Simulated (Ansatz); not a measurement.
Set up this calculation in Ansatz 0.2.0, as the native input.

```yaml
Task: single point
Functional: PBE
Potentials_or_basis: all-electron LAPW, scalar-relativistic
Cutoff: 104 eV (chosen from the basis error)
Basis_error_allowed: 0.001 eV/atom
k_mesh: 10 × 10 × 5
Occupations: gaussian, width 0.05 eV
Spin: no spin polarisation
```

The system is Mg.

```
Mg
1.0
     3.20930    0.00000    0.00000
    -1.60465    2.77934    0.00000
     0.00000    0.00000    5.21030
Mg
2
Direct
  0.66667 0.33333 0.75000
  0.33333 0.66667 0.25000
```

The input as run:

input.yaml

```yaml
crystal:
  lattice:
    - [3.2093, 0.0, 0.0]
    - [-1.60465, 2.7793353284, 0.0]
    - [0.0, 0.0, 5.2103]
  atoms:
    - { symbol: Mg, position: [0.6666666667, 0.3333333333, 0.75] }
    - { symbol: Mg, position: [0.3333333333, 0.6666666667, 0.25] }
kpoints:
  mp_grid: { grid: [10, 10, 5] }
scf:
  occupations: { method: gaussian, width: 0.05 }
hamiltonian:
  xc: pbe
  pseudopotentials: { kind: all_electron, lapw: { basis_error: 0.001 } }
output:
  forces: true
  stress: true
  eigenvalues: true
```

Potentials or basis: all-electron LAPW, scalar-relativistic.

Run with:

```sh
$ ansatz run input.yaml --threads 1 --pin off --max-ram 3072MiB --backend cpu --events-out ev --progress --plain --runs-dir out
```

It gave:

* Pressure: -0.4 GPa
* Band gap on the k mesh: none (metal or under the smearing width)

It took 5.2 s on 1 thread of Intel(R) Xeon(R) Processor @ 2.50GHz (Skylake/Cascade Lake) (shared host), peak memory 0.24 GiB.
